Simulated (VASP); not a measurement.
Input of a VASP 6.6.1 run:

File INCAR:

```
PREC = Accurate
ENCUT = 520
EDIFF = 1E-6
ISMEAR = 1
SIGMA = 0.1
LREAL = F
LASPH = T
NELM = 80
ALGO = Normal
ISIF = 2
LWAVE = F
LCHARG = F
LDIPOL = T
IDIPOL = 3
DIPOL = 0.5 0.5 0.500
GGA = PE
NBANDS = 43
LVHAR = T
LVACPOTAV = T
ICORELEVEL = 1
KPAR = 2
```

KPOINTS

```
Automatic mesh
0
Gamma
  12 12 1
```

The input POSCAR:

```
Pb
1.0
    3.5645663000      0.0000000000      0.0000000000
   -1.7822831500      3.0870049700      0.0000000000
    0.0000000000      0.0000000000     26.6418247700
Pb
5
Direct
    0.6666666700      0.3333333300      0.2815122500
    0.3333333300      0.6666666700      0.3907561200
    0.0000000000      0.0000000000      0.5000000000
    0.6666666700      0.3333333300      0.6092438800
    0.3333333300      0.6666666700      0.7184877500
```

Potentials or basis: VASP PAW PBE potentials, release 64 (Pb_d).

Command:

```sh
$ cat potpaw_PBE.64/Pb_d/POTCAR > POTCAR
$ mpirun -np 2 vasp_std > vasp.out
```

Question: What does it give for the band gap on the k mesh?

Answer: None (metal or under the smearing width).

Question: What does it give for the work function of the lower face?

Answer: 3.72 eV.

Core levels (eV, on the scale of the bands):
```
atom                                                                                                                                      levels
1 Pb  1s -88085.9, 2s -15747.4, 2p -13502.1, 3s -3775.6, 3p -3132.2, 3d -2477.2, 4s -850.1, 4p -639.3, 4d -395.7, 4f -126.8, 5s -137.9, 5p -79.6
2 Pb  1s -88085.8, 2s -15747.3, 2p -13502.0, 3s -3775.5, 3p -3132.1, 3d -2477.1, 4s -850.0, 4p -639.2, 4d -395.6, 4f -126.7, 5s -137.8, 5p -79.5
3 Pb  1s -88085.8, 2s -15747.3, 2p -13502.1, 3s -3775.6, 3p -3132.1, 3d -2477.2, 4s -850.1, 4p -639.3, 4d -395.7, 4f -126.7, 5s -137.9, 5p -79.6
4 Pb  1s -88085.8, 2s -15747.3, 2p -13502.0, 3s -3775.5, 3p -3132.1, 3d -2477.1, 4s -850.0, 4p -639.2, 4d -395.6, 4f -126.7, 5s -137.8, 5p -79.5
5 Pb  1s -88085.9, 2s -15747.4, 2p -13502.1, 3s -3775.6, 3p -3132.2, 3d -2477.2, 4s -850.1, 4p -639.3, 4d -395.7, 4f -126.8, 5s -137.9, 5p -79.6
```

The run has no spin-orbit coupling, so splittings on Pb are missing.
